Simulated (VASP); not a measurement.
# CaO: molecular dynamics with a thermostat

CaO, Fm-3m (no. 225), 8 atoms in the cell. PBE, molecular dynamics; PAW potentials Ca_pv, O (PBE set).

Ensemble: Nose-Hoover; Target temperature (K): 600.

## Input

INCAR:
```
GGA      = PE             # functional
PREC     = Normal         # precision mode
ENCUT    = 400            # plane-wave cutoff, eV
EDIFF    = 1E-6           # SCF threshold, eV
NELMIN   = 4            
NELM     = 60             # most SCF steps
ALGO     = Normal         # electronic algorithm
LREAL    = Auto         
LASPH    = T              # aspherical terms in the spheres
ISMEAR   = 0              # smearing method
SIGMA    = 0.05           # smearing width, eV
ISYM     = 0            
LWAVE    = F              # write WAVECAR
LCHARG   = F              # write CHGCAR
IBRION   = 0              # ionic algorithm
NSW      = 60             # ionic steps
POTIM    = 1.0            # step
TEBEG    = 600          
ISIF     = 2              # what is computed and relaxed
RANDOM_SEED= 223372 0 0   
MDALGO   = 2            
SMASS    = 0            
KPAR     = 2             
```

KPOINTS:
```
k-points
0
Monkhorst-Pack
  2 2 2
```

POSCAR:
```
CaO
1.0
    4.8071113920      0.0000000000      0.0000000000
    0.0000000000      4.8071113920      0.0000000000
    0.0000000000      0.0000000000      4.8071113920
Ca O
4 4
Direct
    0.0000000000      0.0000000000      0.0000000000
    0.0000000000      0.5000000000      0.5000000000
    0.5000000000      0.0000000000      0.5000000000
    0.5000000000      0.5000000000      0.0000000000
    0.5000000000      0.0000000000      0.0000000000
    0.5000000000      0.5000000000      0.5000000000
    0.0000000000      0.0000000000      0.5000000000
    0.0000000000      0.5000000000      0.0000000000
```

Commands:
```
cat potpaw_PBE.64/Ca_pv/POTCAR potpaw_PBE.64/O/POTCAR > POTCAR
mpirun -np 2 vasp_std > vasp.out
```

## Result

- Mean temperature (K): 606
- Rise of the mean potential energy above the start (meV/atom): 99.0
- Electronic steps per ionic step after the first: 4.6

Course of the run:

| Time (fs) | Temperature (K) | Potential energy less the first (meV/atom) |
|---|---|---|
| 1 | 600 | 0.0 |
| 6 | 551 | 5.8 |
| 10 | 464 | 17.8 |
| 15 | 348 | 39.1 |
| 19 | 275 | 58.5 |
| 24 | 235 | 82.9 |
| 28 | 293 | 100.3 |
| 33 | 750 | 116.7 |
| 37 | 1718 | 127.1 |
| 42 | 1747 | 149.2 |
| 46 | 725 | 168.3 |
| 51 | 214 | 177.1 |
| 55 | 154 | 172.4 |
| 60 | 247 | 155.3 |

REPORT:
```
MDALGO =   2
               SCALING =       0
                 CNEXP =     9.000   14.000
           RANDOM_SEED =            223372                0                0

   original number of atomic DOF:         21
   number of independent constraints:      0
   number of active DOF:                  21

========================================
         MD step No.       1
========================================

  Atomic velocities initialized by STEP_tb

  >Energies
                    E_tot             E_pot             E_kin               EPS                ES
   e_b>   -0.51187355E+02   -0.51730251E+02    0.54289527E+00    0.00000000E+00    0.00000000E+00

  >Temperature
               T_sim     T_inst
   tmprt>    600.000    600.000

  >Thermostat:
           s(n+1) sdot(n+1)      s(n)   sdot(n)        Qs
   s_b>  -0.00000  -0.00000   0.00000   0.00000   0.03675

           RANDOM_SEED =            223372               48                0

[... steps left out ...]

========================================
         MD step No.      60
========================================

  >Energies
                    E_tot             E_pot             E_kin               EPS                ES
   e_b>   -0.51187318E+02   -0.50487809E+02    0.22384388E+00    0.66882740E-02   -0.93004080E+00

  >Temperature
               T_sim     T_inst
   tmprt>    600.000    247.389

  >Thermostat:
           s(n+1) sdot(n+1)      s(n)   sdot(n)        Qs
   s_b>  -0.84767   0.00544  -0.85656   0.01233   0.03675

           RANDOM_SEED =            223372               48                0
```

OSZICAR:
```
N       E                     dE             d eps       ncg     rms          rms(c)
DAV:   1     0.717677647001E+03    0.71768E+03   -0.17062E+04   280   0.233E+03
DAV:   2     0.188355385232E+03   -0.52932E+03   -0.52245E+03   264   0.570E+02
DAV:   3    -0.305573646288E+02   -0.21891E+03   -0.21741E+03   448   0.271E+02
DAV:   4    -0.572759296734E+02   -0.26719E+02   -0.26690E+02   392   0.103E+02
DAV:   5    -0.578487316666E+02   -0.57280E+00   -0.57164E+00   400   0.180E+01    0.148E+01
DAV:   6    -0.516354362505E+02    0.62133E+01   -0.46399E+01   454   0.750E+01    0.667E+00
DAV:   7    -0.516622784222E+02   -0.26842E-01   -0.39150E+00   407   0.172E+01    0.341E+00
DAV:   8    -0.517482074942E+02   -0.85929E-01   -0.52365E-01   440   0.667E+00    0.114E+00
DAV:   9    -0.517279842004E+02    0.20223E-01   -0.16624E-01   407   0.375E+00    0.189E-01
DAV:  10    -0.517301010163E+02   -0.21168E-02   -0.91683E-03   408   0.898E-01    0.609E-02
DAV:  11    -0.517302436935E+02   -0.14268E-03   -0.11931E-03   430   0.347E-01    0.263E-02
DAV:  12    -0.517302547494E+02   -0.11056E-04   -0.74395E-05   352   0.755E-02    0.241E-02
[... left out ...]
     59 T=   217. E= -.51187380E+02 F= -.50453288E+02 E0= -.50453288E+02  EK= 0.19600E+00 SP= -.95E+00 SK= 0.17E-01
[... last step whole ...]
       N       E                     dE             d eps       ncg     rms          rms(c)
DAV:   1    -0.504877952994E+02   -0.34507E-01   -0.68067E-03   401   0.154E+00    0.755E-03
DAV:   2    -0.504878130229E+02   -0.17724E-04   -0.18886E-04   359   0.786E-02    0.141E-02
DAV:   3    -0.504878110576E+02    0.19653E-05   -0.68873E-06   272   0.203E-02    0.122E-02
DAV:   4    -0.504878093600E+02    0.16976E-05   -0.71554E-06   320   0.163E-02    0.590E-03
DAV:   5    -0.504878089470E+02    0.41308E-06   -0.61931E-06   272   0.169E-02
     60 T=   247. E= -.51187318E+02 F= -.50487809E+02 E0= -.50487809E+02  EK= 0.22384E+00 SP= -.93E+00 SK= 0.67E-02
```

Limits: 60 fs of 8 atoms are too short for converged averages; the cell is only 4.8 Å across, so each atom moves in step with near copies of itself.

VASP 6.6.1 took 185 s on 2 cores (Intel Xeon Platinum 8259CL @ 2.50GHz (Skylake/Cascade Lake)), a shared host.
